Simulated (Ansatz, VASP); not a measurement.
# One calculation of C, two programs

File INCAR:

```
ALGO = Normal
EDIFF = 1E-6
ENCUT = 520
GGA = PE
ISIF = 2
ISMEAR = 1
LASPH = T
LCHARG = T
LELF = T
LREAL = F
LVHAR = T
LWAVE = F
NBANDS = 16
NELM = 60
PREC = Accurate
SIGMA = 0.05
```

The input KPOINTS:

```
k-points
0
Gamma
  10 10 4
```

File POSCAR:

```
C
1.0
    2.4700000000      0.0000000000      0.0000000000
   -1.2350000000      2.1390830000      0.0000000000
    0.0000000000      0.0000000000      6.7900000000
C
4
Direct
    0.0000000000      0.0000000000      0.0000000000
    0.0000000000      0.0000000000      0.5000000000
    0.3333333333      0.6666666667      0.0050000000
    0.6666666667      0.3333333333      0.5050000000
```

Input for Ansatz:

```yaml
crystal:
  lattice:
    - [2.47, 0.0, 0.0]
    - [-1.235, 2.139083, 0.0]
    - [0.0, 0.0, 6.79]
  atoms:
    - { symbol: C, position: [0.0, 0.0, 0.0] }
    - { symbol: C, position: [0.0, 0.0, 0.5] }
    - { symbol: C, position: [0.3333333333333333, 0.6666666666666666, 0.005] }
    - { symbol: C, position: [0.6666666666666666, 0.3333333333333333, 0.505] }
kpoints:
  mp_grid:
    grid: [10, 10, 4]
hamiltonian:
  xc: pbe
scf:
  occupations:
    method: cold
    width: 0.05
output:
  forces: true
  stress: true
```

This is a stacking variant of graphite.

Alike in both runs: task single point; functional PBE; k mesh 10 × 10 × 4; no spin polarisation.

```csv
,VASP,Ansatz
version,VASP 6.6.1,Ansatz 0.2.0
potentials or method,"VASP PAW PBE potentials, release 64 (C)","plane waves, PAW"
plane-wave cutoff (eV),520,420
occupations,"methfessel-paxton of order 1, width 0.05 eV","cold, width 0.05 eV"
valence electrons in the cell,16,16
```

```csv
,VASP,Ansatz,Ansatz less VASP
pressure (GPa),0.0,-0.4,-0.43
largest component of the traceless stress (GPa),2.95,3.48,+0.535
rms of the force components (eV/Å),0.328,0.329,+0.0010
```

Atom by atom the forces differ by 0.001 eV/Å (rms over components).

Caveats: this functional lacks dispersion, which binds the layers, so the pressure and a relaxed spacing across them are unreliable.
